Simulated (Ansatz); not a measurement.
**CuI (rocksalt type): how the settings move a relaxation**

Question: which choices in the input matter for CuI (rocksalt type)?

Program: Ansatz 0.2.0. Level of theory: reference: DFT, PBEsol, PAW with Ansatz's default frozen-core files, scalar-relativistic. These are calculated values, not measurements.

**1. The starting structure**

The structure is cubic, space group Fm-3m (No. 225). The conventional cell has a = 5.229 Å, b = 5.229 Å, c = 5.229 Å, α = 90.00°, β = 90.00°, γ = 90.00°. Cu (site symmetry m-3m) is surrounded by 6 I at 2.61 Å. Around I (site symmetry m-3m) lie 6 Cu at 2.61 Å.

As a file:

```cif
data_structure
_symmetry_space_group_name_H-M 'P 1'
_symmetry_Int_Tables_number 1
_cell_length_a 3.6971
_cell_length_b 3.6971
_cell_length_c 3.6971
_cell_angle_alpha 60.000
_cell_angle_beta 60.000
_cell_angle_gamma 60.000
_cell_volume 35.73
loop_
_atom_site_label
_atom_site_type_symbol
_atom_site_fract_x
_atom_site_fract_y
_atom_site_fract_z
_atom_site_occupancy
Cu1 Cu 0.00000 0.00000 0.00000 1
I1 I 0.50000 0.50000 0.50000 1
```

**2. The reference run**

input.yaml

```yaml
crystal:
  lattice:
    - [0.0, 2.6142771442, 2.6142771442]
    - [2.6142771442, 0.0, 2.6142771442]
    - [2.6142771442, 2.6142771442, 0.0]
  atoms:
    - { symbol: Cu, position: [0.0, 0.0, 0.0] }
    - { symbol: I, position: [0.5, 0.5, 0.5] }
kpoints:
  mp_grid: { grid: [13, 13, 13] }
scf:
  occupations: { method: fermi_dirac, width: 0.05 }
hamiltonian:
  xc: pbesol
  pseudopotentials: { kind: paw }
output:
  forces: true
  stress: true
relax:
  f_tol: 0.005
  max_steps: 40
  cell: {}
```

Command:

```
$ ansatz run input.yaml --threads 1 --pin off --max-ram 2048MiB --backend cpu --events-out ev --progress --plain --runs-dir out
```

**3. Changed: occupations.method methfessel_paxton, occupations.width 0.025, preconditioner resta, accuracy low**

input.yaml: that of step 2 with these lines changed.

```diff
@@ -11,3 +11,4 @@
 scf:
-  occupations: { method: fermi_dirac, width: 0.05 }
+  occupations: { method: methfessel_paxton, width: 0.025 }
+  mixing: { preconditioner: resta }
 hamiltonian:
@@ -22 +23,2 @@
   cell: {}
+accuracy: low
```

Before running it: what results should come out? Wanted: for each run, ending; energy change; pressure; gap; force.

As calculated:

```
                                                                                                 run     ending        energy change  pressure (GPa)  gap (eV)  force (eV/Å)  cycles  time
                                                                                           reference  converged                    0             0.0      0.00          0.00      51  32 s
1: occupations.method methfessel_paxton, occupations.width 0.025, preconditioner resta, accuracy low  converged  +0.2 meV/atom (σ→0)             0.0      0.00          0.00      55  36 s
```

**Reading.** Changing the smearing and mixing leaves the energy as it was (+0.2 meV/atom). Cost: 55 SCF cycles against 51.
